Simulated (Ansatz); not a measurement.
Li2Se (started from an entry of an open crystallographic database), relaxed with r2SCAN. Space group Fm-3m (No. 225), cubic; a = 5.987 Å in the conventional setting, 17.88 Å³ an atom. Li has 4 Se at 2.59 Å; Se has 8 Li at 2.59 Å.

```yaml
crystal:
  lattice:
    - [0.00000, 2.99346, 2.99346]
    - [2.99346, 0.00000, 2.99346]
    - [2.99346, 2.99346, 0.00000]
  atoms:
    - { symbol: Li, position: [0.25000, 0.25000, 0.25000] }
    - { symbol: Li, position: [0.75000, 0.75000, 0.75000] }
    - { symbol: Se, position: [0.00000, 0.00000, 0.00000] }
```

The questions ask for values computed with the PAW code Ansatz on this geometry. Calculated for a static, non-magnetic cell.

Given (8×8×8 mesh): PBE gives an indirect gap of 2.97 eV, from Γ to X; the least direct gap is 3.42 eV at Γ.

Task: Estimate the gap with r2SCANh on 6×6×6.

Result: With r2SCANh the valence top lies at Γ and the conduction bottom at X, 4.00 eV higher; the smallest vertical gap, at Γ, is 4.63 eV. The gap differs by +1.03 eV from PBE's.

Task: How does the gap change from PBE to PBE0 (6×6×6)?

Result: The PBE0 gap is indirect, 4.48 eV (Γ to X), below the direct gap of 5.04 eV at Γ. The gap differs by +1.51 eV from PBE's.

Task: How does the gap change from PBE to r2SCAN0 (6×6×6)?

Result: The r2SCAN0 gap is indirect, 4.78 eV (Γ to X), below the direct gap of 5.43 eV at Γ. The gap differs by +1.81 eV from PBE's.

Task: Order these levels by the gap that they give, smallest first.
A. DDH-PBE0
B. PBE0
C. r2SCAN0
D. r2SCAN
E. LDA
F. PBE
G. r2SCANh
H. HSE06

Result: E (2.81 eV), F (2.97 eV), D (3.48 eV), H (3.82 eV), G (4.00 eV), A (4.36 eV), B (4.48 eV), C (4.78 eV).

Task: What does G0W0@PBE with 397 empty bands, a screening cutoff of 220 eV and a 4×4×4 mesh give?

Result: 4.52 eV (PBE's gap over the path plus the quasiparticle shift read on the mesh). Over the mesh points the PBE gap of 2.97 eV becomes a quasiparticle gap of 4.51 eV (Γ to X), a change of +1.54 eV. Renormalisation factors Z lie between 0.76 and 0.81. G0W0 here is at a finite number of bands, screening cutoff and k mesh, not at the basis limit.

Task: Roughly how does the cost of the PBE+SOC run (8×8×8) compare with r2SCAN's (8×8×8)?

Result: About 2.3 times as much (12 core-seconds against 5 core-seconds, on 2 threads of Arm Neoverse V1 (shared host)).

Task: What are ε∞ and the Born charges with r2SCAN?

Result: The electronic dielectric tensor ε∞ is 4.00 in all directions. Born charges, averaged over directions: Li +0.96, Se -1.92 e.

Only the levels marked +SOC include spin-orbit coupling.

The meshes of the hybrids are coarse, so their gaps aren't converged to the digits shown.
